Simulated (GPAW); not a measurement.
Write an ASE script for GPAW 26.7.0 that does the following.

```
Task                : equation of state
Functional          : LDA
Potentials or basis : the program's PAW data sets (release 1.2.1) made for this functional
Cutoff              : 600 eV
Basis               : pw
k mesh              : 7 × 7 × 7
Occupations         : fermi-dirac, width 0.05 eV
Spin                : collinear spin, ferromagnetic start
Starting moments    : [0.0, 3.0, 3.0, 3.0] μB
Maxiter             : 150
Eos scales          : [0.94, 0.96, 0.98, 1.0, 1.02, 1.04, 1.06]
```

Crystal: Fe3Ge.

```
Ge Fe
1.0
     0.00000    2.87559    2.87559
     2.87559    0.00000    2.87559
     2.87559    2.87559    0.00000
Ge Fe
1 3
Direct
  0.00000 0.00000 0.00000
  0.75000 0.75000 0.75000
  0.25000 0.25000 0.25000
  0.50000 0.50000 0.50000
```

The cell comes from a database or a generator and needn't be the stable form of this composition.

One way to write it, as run:

run.py

```python
from ase import Atoms
from ase.eos import EquationOfState
from ase.io import Trajectory
from ase.units import GPa
from gpaw import GPAW, PW

atoms = Atoms(['Ge', 'Fe', 'Fe', 'Fe'],
              cell=[[0.0, 2.8755854299, 2.8755854299],
                    [2.8755854299, 0.0, 2.8755854299],
                    [2.8755854299, 2.8755854299, 0.0]],
              scaled_positions=[[0.0, 0.0, 0.0],
                                [0.75, 0.75, 0.75],
                                [0.25, 0.25, 0.25],
                                [0.5, 0.5, 0.5]],
              pbc=True)
atoms.set_initial_magnetic_moments([0.0, 3.0, 3.0, 3.0])

traj = Trajectory('eos.traj', 'w')
volumes, energies = [], []
for x in [0.94, 0.96, 0.98, 1.0, 1.02, 1.04, 1.06]:
    a = atoms.copy()
    a.set_cell(atoms.cell * x**(1 / 3), scale_atoms=True)
    calc = GPAW(mode=PW(600),
                xc='LDA',
                kpts={'size': (7, 7, 7), 'gamma': True},
                occupations={'name': 'fermi-dirac', 'width': 0.05},
                nbands=30,
                convergence={'density': 1e-05, 'energy': 1e-05},
                maxiter=150,
                txt=f'eos-{x:.2f}.txt')
    a.calc = calc
    energies.append(a.get_potential_energy(force_consistent=True))
    volumes.append(a.get_volume())
    p = -a.get_stress()[:3].mean() / GPa
    calc.write(f'eos-{x:.2f}.gpw')
    traj.write(a)
    print(f'{x:.2f} {volumes[-1]:10.4f} A^3 {energies[-1]:14.6f} eV {p:9.3f} GPa', flush=True)

v0, e0, B = EquationOfState(volumes, energies, eos='birchmurnaghan').fit()
print(f'V0 = {v0:.4f} A^3, E0 = {e0:.6f} eV, B0 = {B / GPa:.2f} GPa')
```

Potentials or basis: the program's PAW data sets (release 1.2.1) made for this functional, pw.

Run with:

```console
$ OMP_NUM_THREADS=1 python run.py
```

Results of the run:

| Quantity | Value |
| --- | --- |
| Equilibrium volume | 10.94 Å³/atom (rough: see the caveat) |
| Bulk modulus | 310 GPa (rough) |

Caveat: the fit is doubtful: noisy points or a state that changes with volume; the minimum lies outside the volumes run.

Wall time 9.7 min on 1 thread of Arm Neoverse V1, with other jobs on the host, peak memory 0.34 GiB.
